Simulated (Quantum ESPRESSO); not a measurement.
The system is GaN.

```
Ga N
1.0
     3.18000    0.00000    0.00000
    -1.59000    2.75396    0.00000
     0.00000    0.00000    5.16600
Ga N
2 2
Direct
  0.66667 0.33333 0.50000
  0.33333 0.66667 0.00000
  0.66667 0.33333 0.87500
  0.33333 0.66667 0.37500
```

Base run:

```yaml
Program: Quantum ESPRESSO 7.5
Functional: PBE
Potentials_or_basis: JTH 2.0 PBE
Cutoff: 544 eV
Density_cutoff: 3265 eV
k_mesh: 10 × 10 × 5
Occupations: fermi-dirac, width 0.05 eV
Spin: no spin polarisation
```

Its results: band gap on the k mesh 1.95 eV, direct; largest force 0.138 eV/Å.

Problem. The run is repeated on the same cell with these changes: potentials or basis from JTH 2.0 PBE to PseudoDojo 0.4.1 SR PBE standard; cutoff from 544 eV to 1143 eV; density cutoff from 3265 eV to 4572 eV. What comes out?

Solution. Band gap on the k mesh 2.01 eV, direct; largest force 0.137 eV/Å.

Not every run made on this cell is shown here.
